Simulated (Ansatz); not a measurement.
**Stationary points along a deformation path in BN**

Theory: DFT r2SCAN, scalar-relativistic, plane waves, PAW (Ansatz). The runs took a 500 eV cutoff, a Γ-centred 12×12×12 mesh and Gaussian smearing (0.05 eV). No spin polarisation. Energies are free energies at this smearing, counted from the undisturbed cell; pressure is positive in compression.

Zero of the scan (relaxed at this level):

```xyz
2
Lattice="0.0000 1.8048 1.8048 1.8048 0.0000 1.8048 1.8048 1.8048 0.0000" Properties=species:S:1:pos:R:3 pbc="T T T"
B     0.0000    0.0000    0.0000
N     2.7072    2.7072    2.7072
```

At fixed volume and fractional coordinates, lengths along (0.000, 0.000, 1.000) are scaled against those across it; ρ is that ratio over its starting value. V = 5.879 Å³/atom. Δσ is the stress along the axis less the mean stress across it (compression positive).

| ρ | ΔE (meV/atom) | Δσ (GPa) | space group |
| --- | --- | --- | --- |
| 0.650 | 1005.1 | 166.48 | I-4m2 |
| 0.707 | 689.2 | 141.18 | I-4m2 |
| 0.780 | 384.2 | 112.18 | I-4m2 |
| 0.850 | 178.4 | 82.58 | I-4m2 |
| 0.920 | 50.8 | 47.73 | I-4m2 |
| 0.960 | 12.7 | 24.92 | I-4m2 |
| 1.000 | 0.0 | 0.00 | F-43m |
| 1.050 | 19.7 | -33.83 | I-4m2 |
| 1.100 | 78.6 | -70.21 | I-4m2 |
| 1.200 | 309.1 | -148.56 | I-4m2 |
| 1.300 | 679.5 | -231.33 | I-4m2 |
| 1.414 | 1252.3 | -327.11 | I-4m2 |
| 1.500 | 1775.6 | -397.59 | I-4m2 |

Q: How does the stress give the slope of the energy, and where is the energy stationary?

A: Along the path d ln(length) is 2/3 d ln ρ on the axis and −1/3 d ln ρ across it, so dE/d ln ρ = −(2/3) V Δσ: the energy falls with ρ where Δσ is positive. Δσ vanishes or changes sign at ρ = 1.000 (F-43m), a minimum at 0.0 meV/atom. Pairs of stationary points between two samples would go unseen, and could change a minimum read from distant neighbours into a maximum. At ρ = 1.000 the cell is cubic, where symmetry alone makes the stress isotropic and the slope zero.

Q: Which shear constant sets the curvature at ρ = 1?

A: For a cubic crystal E/V = (2/3) C (ln ρ)² with C = C′ = (C11 − C12)/2, so Δσ = −2C ln ρ. The parabola of Δσ against ln ρ through ρ = 0.960, 1 and 1.050 gives C ≈ 324 GPa with the ions clamped, rough because the steps are large.

Q: Integrate that slope from ρ = 1 to 0.850 by the trapezoid rule.

A: With V/N in Å³ and 1 eV/Å³ = 160.2 GPa the slopes at ρ = 1.000, 0.960, 0.920, 0.850 are 0, -609, -1168, -2020 meV/atom per unit of ln ρ. The steps add 12.4 + 37.8 + 126.1 = 176.4 meV/atom, against 178.4 from the energies; the trapezoid rule misses the curvature of the slope within each step.

Cost: 13 runs of about 0.4 core-minutes in all, on Intel Xeon 6975P-C (Granite Rapids) (shared hosts).